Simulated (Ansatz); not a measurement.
# Ge: which structure wins at one pressure

Which of bcc, hcp, sc, omega, diamond has the lowest enthalpy for Ge at one common pressure? Methods of the runs shown: LAPW. Companion runs by PAW are cited.

Computed with Ansatz 0.2.0 (DFT, PBE, all-electron LAPW, scalar-relativistic, unless a step's input says otherwise).

## Step 1: Starting point

The structure is cubic, space group Im-3m (No. 229). Conventional cell: a = 3.011 Å, b = 3.011 Å, c = 3.011 Å, α = 90.00°, β = 90.00°, γ = 90.00°. Ge (site symmetry m-3m) is surrounded by 8 Ge at 2.61 Å.

Coordinates:

```
CELL_PARAMETERS angstrom
-1.50526 1.50526 1.50526
1.50526 -1.50526 1.50526
1.50526 1.50526 -1.50526
ATOMIC_POSITIONS crystal
Ge 0.00000 0.00000 0.00000
```

## Step 2: Bcc relaxed under pressure, LAPW

Contents of input.yaml:

```yaml
crystal:
  lattice:
    - [-1.5052599216, 1.5052599216, 1.5052599216]
    - [1.5052599216, -1.5052599216, 1.5052599216]
    - [1.5052599216, 1.5052599216, -1.5052599216]
  atoms:
    - { symbol: Ge, position: [0.0, 0.0, 0.0] }
kpoints:
  mp_grid: { grid: [18, 18, 18] }
scf:
  occupations: { method: fermi_dirac, width: 0.08 }
hamiltonian:
  xc: pbe
  pseudopotentials: { kind: all_electron, lapw: { basis_error: 0.0005 } }
output:
  forces: true
  stress: true
  eigenvalues: true
relax:
  f_tol: 0.005
  max_steps: 12
  cell: { p_target: 48.0, stress_tol: 0.03 }
```

Command:

```console
> ansatz run input.yaml --threads 1 --pin off --max-ram 3584MiB --backend cpu --events-out ev --progress --plain --runs-dir out
```

After this run come: Hcp relaxed under pressure, LAPW; Sc relaxed under pressure, LAPW; Omega relaxed under pressure, LAPW; Diamond relaxed under pressure, LAPW.

**Question.** What will these runs give? Wanted: pressure; lowest (for each run or level that gives them).

**Answer**, as computed:

| quantity | value |
| --- | --- |
| pressure | 48 GPa |
| lowest (LAPW) | bcc, 0.9 meV/atom under omega |
| lowest (PAW) | bcc, 1.1 meV/atom under omega |

In words: By LAPW the order is bcc ≈ omega < hcp < sc < diamond; the first two lie within 0.9 meV/atom, too close to call. By PAW the order is bcc < omega < hcp < sc < diamond; the first two lie within 1.1 meV/atom, too close to call. The methods agree on the lowest phase. Only these structures were tried, with electrons smeared by 0.08 eV and without vibrations, so the true ground state may be another. The k meshes differ between phases and weren't tested, which can move differences by some meV.
